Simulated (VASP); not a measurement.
**Zn: band structure with PBE**

Zn:

```
Zn
1.0
     3.77113    0.00000    0.00000
     0.00000    3.77113    0.00000
     0.00000    0.00000    3.77113
Zn
3
Direct
  0.00000 0.50000 0.50000
  0.50000 0.00000 0.50000
  0.50000 0.50000 0.00000
```

The cell was built by a generator and needn't be a form met in nature.

```json
{
  "Program": "VASP 6.6.1",
  "Task": "band structure",
  "Functional": "PBE",
  "Potentials or basis": "VASP PAW PBE potentials, release 64 (Zn)",
  "Cutoff": "520 eV",
  "k mesh": "7 × 7 × 7",
  "Occupations": "fermi-dirac, width 0.05 eV",
  "Spin": "no spin polarisation",
  "Further INCAR settings": "ALGO = Fast; EDIFF = 1e-06"
}
```

The band gap along the path is none (metal or under the smearing width).

Levels at the corners of the path, in eV from the Fermi level:
| point | band 16 | band 17 | band 18 | band 19 | band 20 | band 21 |
| --- | --- | --- | --- | --- | --- | --- |
| Γ | -6.59 | 0.83 | 0.83 | 0.83 | 3.15 | 3.15 |
| X | -6.38 | -5.62 | 3.14 | 3.14 | 4.92 | 5.56 |
| X | -6.38 | -5.62 | 3.14 | 3.14 | 4.92 | 5.56 |
| M | -4.75 | -3.15 | -3.15 | -1.51 | 6.18 | 6.64 |
| M | -4.75 | -3.15 | -3.15 | -1.51 | 6.18 | 6.64 |
| Γ | -6.59 | 0.83 | 0.83 | 0.83 | 3.15 | 3.15 |
| Γ | -6.59 | 0.83 | 0.83 | 0.83 | 3.15 | 3.15 |
| R | -2.90 | -0.56 | -0.56 | -0.56 | -0.56 | -0.56 |
| R | -2.90 | -0.56 | -0.56 | -0.56 | -0.56 | -0.56 |
| X | -6.38 | -5.62 | 3.14 | 3.14 | 4.92 | 5.56 |
| M | -4.75 | -3.15 | -3.15 | -1.51 | 6.18 | 6.64 |
| R | -2.90 | -0.56 | -0.56 | -0.56 | -0.56 | -0.56 |

Run time: 57 s on 1 thread of AMD EPYC 7R43 64-Core Processor (Zen 3), on a shared host, peak memory 0.14 GiB.

Caveat: the log is that of the step along the path at fixed density, whose energy, stress, charges and moments have no meaning.
